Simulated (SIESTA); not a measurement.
Runs of SIESTA 5.4.2 on CuCl2. The structure is tetragonal, space group I4/mmm (No. 139). Conventional cell: a = 4.510 Å, b = 4.510 Å, c = 13.720 Å, α = 90.00°, β = 90.00°, γ = 90.00°. Cu (site symmetry 4/mmm) has 4 Cl at 2.25 Å as nearest neighbours. Cl (site symmetry mmm) is surrounded by 2 Cu at 2.25 Å. Measurements of this composition are mostly on another form, of space group No. 12.

```tsv
task	level	potentials or basis	U	k mesh	hubbard projector method	U from the first cycle	broadening (eV)	window from (eV)	window to (eV)	gap on the mesh (eV)	pressure (GPa)
density of states	PBEsol+U	PseudoDojo 0.4 standard (PBEsol files), DZP (energy shift 0.003 Ry; two zetas on semicore shells)	Cu d U = 6 eV	6 × 6 × 6	1	yes	0.2 eV	-15 eV	5 eV	none	(a)
density of states	PBEsol	PseudoDojo 0.4 standard (PBEsol files), DZP (energy shift 0.003 Ry; two zetas on semicore shells)	-	6 × 6 × 6	1	yes	0.2 eV	-15 eV	5 eV	none	-0.2
density of states	PBEsol+U	PseudoDojo 0.4 standard (PBEsol files), DZP (energy shift 0.003 Ry; two zetas on semicore shells)	Cu d U = 4 eV	6 × 6 × 6	1	yes	0.2 eV	-15 eV	5 eV	none	0.0
band structure	PBEsol	PseudoDojo 0.4 standard (PBEsol files), DZP (energy shift 0.003 Ry; two zetas on semicore shells)	-	8 × 8 × 8	-	-	-	-	-	none	-0.3
density of states	PBEsol+U	PseudoDojo 0.4 standard (PBEsol files), DZP (energy shift 0.003 Ry; two zetas on semicore shells)	Cu d U = 2 eV	6 × 6 × 6	1	yes	0.2 eV	-15 eV	5 eV	none	(b)
```

Alike in all rows: no spin polarisation; cell as given; smearing fermi-dirac 0.05 eV; grid cutoff 800 Ry; energy shift 0.003 Ry.

**Question.** Estimate the missing entries.

**Answer.** (a) 0.1; (b) -0.1.

Caveats: short orbitals over semicore shells can move pressures by several GPa; the basis of atomic orbitals isn't converged, which shifts pressures, moduli and gaps; an odd number of electrons without spin polarisation forces a metal; a magnetic or distorted state may lie lower; the run has no spin polarisation, though such a crystal can be magnetic; U without spin polarisation on a metal has little footing (some runs); semilocal functionals often make such compounds metallic where correlation or magnetic order opens a gap, which also shifts bond lengths (some runs).

A k mesh can miss the band edges.

A gap of «none» marks a metal or a gap under the smearing width.

Not every run made on this cell is shown here.
